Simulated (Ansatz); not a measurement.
**Molecular dynamics of C₂H₄O₂**

input.yaml

```yaml
crystal:
  periodic: [false, false, false]
  atoms:
    - { symbol: H, position_ang: [-0.4798, -0.6824, -1.8297] }
    - { symbol: O, position_ang: [0.3145, 0.2871, -1.5565] }
    - { symbol: C, position_ang: [-0.1092, -0.1789, -0.4565] }
    - { symbol: C, position_ang: [0.2369, 0.3239, 0.8904] }
    - { symbol: O, position_ang: [-0.8968, -1.1391, -0.7058] }
    - { symbol: H, position_ang: [1.2719, 0.6547, 0.91] }
    - { symbol: H, position_ang: [-0.397, 1.1827, 1.1147] }
    - { symbol: H, position_ang: [0.0594, -0.4481, 1.6334] }
magnetization:
  spin_polarized: true
basis:
  gaussian: { orbitals: STO-3G }
hamiltonian:
  xc: cam_b3lyp
  dispersion: d4
md:
  timestep: 0.5
  n_steps: 150
  ensemble: nve
  temperature: 100.0
  initial_velocities: maxwell_boltzmann
  seed: 939790
```

Run as:

```bash
$ ansatz run input.yaml --threads 1 --pin off --max-ram 2048MiB --backend cpu --events-out ev --progress --plain --runs-dir out
```

It starts from a rough guess of a transition structure, not a stationary point.

Output, in part (step lines, the closing report, with atoms numbered from 0):

```
md step     0: t =     0.00 fs  T =   100.0 K  F+E_penalty+E_count = -6145.58361609 eV  E_kin = 0.077556 eV  conserved = -6145.50606010 eV  (25 SCF iters)
md step     1: t =     0.50 fs  T =   106.6 K  F+E_penalty+E_count = -6145.58883105 eV  E_kin = 0.082696 eV  conserved = -6145.50613526 eV  (26 SCF iters)
md step     2: t =     1.00 fs  T =   121.4 K  F+E_penalty+E_count = -6145.60036730 eV  E_kin = 0.094174 eV  conserved = -6145.50619319 eV  (26 SCF iters)
md step     3: t =     1.50 fs  T =   143.1 K  F+E_penalty+E_count = -6145.61725875 eV  E_kin = 0.111000 eV  conserved = -6145.50625875 eV  (31 SCF iters)
md step     4: t =     2.00 fs  T =   170.3 K  F+E_penalty+E_count = -6145.63841917 eV  E_kin = 0.132063 eV  conserved = -6145.50635574 eV  (31 SCF iters)
md step     5: t =     2.50 fs  T =   200.9 K  F+E_penalty+E_count = -6145.66228564 eV  E_kin = 0.155801 eV  conserved = -6145.50648453 eV  (31 SCF iters)
md step     6: t =     3.00 fs  T =   232.3 K  F+E_penalty+E_count = -6145.68680121 eV  E_kin = 0.180181 eV  conserved = -6145.50661979 eV  (31 SCF iters)
md step     7: t =     3.50 fs  T =   261.8 K  F+E_penalty+E_count = -6145.70978821 eV  E_kin = 0.203062 eV  conserved = -6145.50672579 eV  (31 SCF iters)
[... lines left out ...]
Total energy: -6146.38276184 eV, -225.8754003297 hartree
Atom 0 at    -0.139472    -0.269947    -2.194399 Å, force    -1.255569    -1.558451    -2.358748 eV/Å
Atom 1 at     0.323921     0.280737    -1.546720 Å, force     4.283517     4.964159    -1.110841 eV/Å
Atom 2 at    -0.183543    -0.268434    -0.446335 Å, force     0.527757     0.965619     4.108515 eV/Å
Atom 3 at     0.292678     0.397443     0.923171 Å, force     0.613301     0.408710    -2.210698 eV/Å
Atom 4 at    -0.937971    -1.171162    -0.716998 Å, force    -3.686423    -4.334933     0.923323 eV/Å
Atom 5 at     1.277928     0.801563     0.607287 Å, force    -0.264242     0.025456     0.773908 eV/Å
Atom 6 at    -0.369420     1.253003     1.144409 Å, force     0.083296    -0.338541     0.177596 eV/Å
Atom 7 at     0.410620    -0.277299     1.781973 Å, force    -0.301637    -0.132019    -0.303055 eV/Å
Dipole moment:     0.108005     0.143345     0.044262 e Å
```

The steps, from the saved trajectory:

```json
{"time (fs)": "0.0", "T (K)": "100", "potential energy less start (eV)": "0.000", "conserved less start (meV/atom)": "0.00"}
{"time (fs)": "2.5", "T (K)": "201", "potential energy less start (eV)": "-0.079", "conserved less start (meV/atom)": "-0.05"}
{"time (fs)": "5.0", "T (K)": "323", "potential energy less start (eV)": "-0.173", "conserved less start (meV/atom)": "-0.07"}
{"time (fs)": "7.5", "T (K)": "435", "potential energy less start (eV)": "-0.259", "conserved less start (meV/atom)": "0.03"}
{"time (fs)": "10.0", "T (K)": "794", "potential energy less start (eV)": "-0.539", "conserved less start (meV/atom)": "-0.11"}
{"time (fs)": "12.5", "T (K)": "1177", "potential energy less start (eV)": "-0.836", "conserved less start (meV/atom)": "-0.05"}
{"time (fs)": "15.0", "T (K)": "1421", "potential energy less start (eV)": "-1.028", "conserved less start (meV/atom)": "-0.39"}
{"time (fs)": "17.5", "T (K)": "999", "potential energy less start (eV)": "-0.697", "conserved less start (meV/atom)": "0.00"}
{"time (fs)": "20.0", "T (K)": "859", "potential energy less start (eV)": "-0.590", "conserved less start (meV/atom)": "-0.21"}
{"time (fs)": "22.5", "T (K)": "865", "potential energy less start (eV)": "-0.594", "conserved less start (meV/atom)": "-0.13"}
{"time (fs)": "25.0", "T (K)": "927", "potential energy less start (eV)": "-0.642", "conserved less start (meV/atom)": "-0.09"}
{"time (fs)": "27.5", "T (K)": "1007", "potential energy less start (eV)": "-0.704", "conserved less start (meV/atom)": "-0.12"}
{"time (fs)": "30.0", "T (K)": "1128", "potential energy less start (eV)": "-0.798", "conserved less start (meV/atom)": "-0.01"}
{"time (fs)": "32.5", "T (K)": "1392", "potential energy less start (eV)": "-1.004", "conserved less start (meV/atom)": "-0.29"}
{"time (fs)": "35.0", "T (K)": "1414", "potential energy less start (eV)": "-1.020", "conserved less start (meV/atom)": "-0.07"}
{"time (fs)": "37.5", "T (K)": "1398", "potential energy less start (eV)": "-1.009", "conserved less start (meV/atom)": "-0.36"}
{"time (fs)": "40.0", "T (K)": "948", "potential energy less start (eV)": "-0.658", "conserved less start (meV/atom)": "-0.08"}
{"time (fs)": "42.5", "T (K)": "608", "potential energy less start (eV)": "-0.394", "conserved less start (meV/atom)": "-0.04"}
{"time (fs)": "45.0", "T (K)": "724", "potential energy less start (eV)": "-0.485", "conserved less start (meV/atom)": "-0.17"}
{"time (fs)": "47.5", "T (K)": "897", "potential energy less start (eV)": "-0.619", "conserved less start (meV/atom)": "-0.07"}
{"time (fs)": "50.0", "T (K)": "1162", "potential energy less start (eV)": "-0.826", "conserved less start (meV/atom)": "-0.31"}
{"time (fs)": "52.5", "T (K)": "1254", "potential energy less start (eV)": "-0.895", "conserved less start (meV/atom)": "-0.04"}
{"time (fs)": "55.0", "T (K)": "1467", "potential energy less start (eV)": "-1.063", "conserved less start (meV/atom)": "-0.37"}
{"time (fs)": "57.5", "T (K)": "1208", "potential energy less start (eV)": "-0.860", "conserved less start (meV/atom)": "-0.07"}
{"time (fs)": "60.0", "T (K)": "874", "potential energy less start (eV)": "-0.601", "conserved less start (meV/atom)": "-0.13"}
{"time (fs)": "62.5", "T (K)": "600", "potential energy less start (eV)": "-0.388", "conserved less start (meV/atom)": "0.02"}
{"time (fs)": "65.0", "T (K)": "732", "potential energy less start (eV)": "-0.491", "conserved less start (meV/atom)": "-0.06"}
{"time (fs)": "67.5", "T (K)": "1132", "potential energy less start (eV)": "-0.803", "conserved less start (meV/atom)": "-0.32"}
{"time (fs)": "70.0", "T (K)": "1244", "potential energy less start (eV)": "-0.888", "conserved less start (meV/atom)": "-0.13"}
{"time (fs)": "72.5", "T (K)": "1266", "potential energy less start (eV)": "-0.906", "conserved less start (meV/atom)": "-0.26"}
{"time (fs)": "75.0", "T (K)": "1129", "potential energy less start (eV)": "-0.799", "conserved less start (meV/atom)": "-0.11"}
```

All steps were run. The conserved energy stayed within 0.44 meV per atom of its start (net change -0.11 meV per atom), so the integration is sound. The system heated up, since it started high on the potential surface and ran downhill. A run of 0.075 ps of so small a system gives no equilibrium averages. The orbitals stay closed-shell, which can raise the energy where a bond breaks towards radicals; this wasn't checked here. Limits of this set-up: minimal basis.

The step under study would form H1–O5 and break H1–O2. These pairs go: H1–O5 1.28 → 1.91 Å, H1–O2 1.28 → 0.97 Å. In the last frame they stand as before the step (other bonds may differ from the relaxed reactants and products). It ends as one piece, C2H4O2. Pairs count as bonded within 1.25 times the sum of covalent radii (0.12 Å more for H–H).

Last frame:

```xyz
8
Properties=species:S:1:pos:R:3
H -0.140 -0.270 -2.194
O 0.324 0.281 -1.547
C -0.183 -0.268 -0.446
C 0.293 0.397 0.923
O -0.938 -1.171 -0.717
H 1.278 0.802 0.607
H -0.369 1.253 1.144
H 0.411 -0.277 1.782
```

Run time: 4.7 min on 1 thread of Arm Neoverse V1 (shared host), peak memory 0.1 GiB.
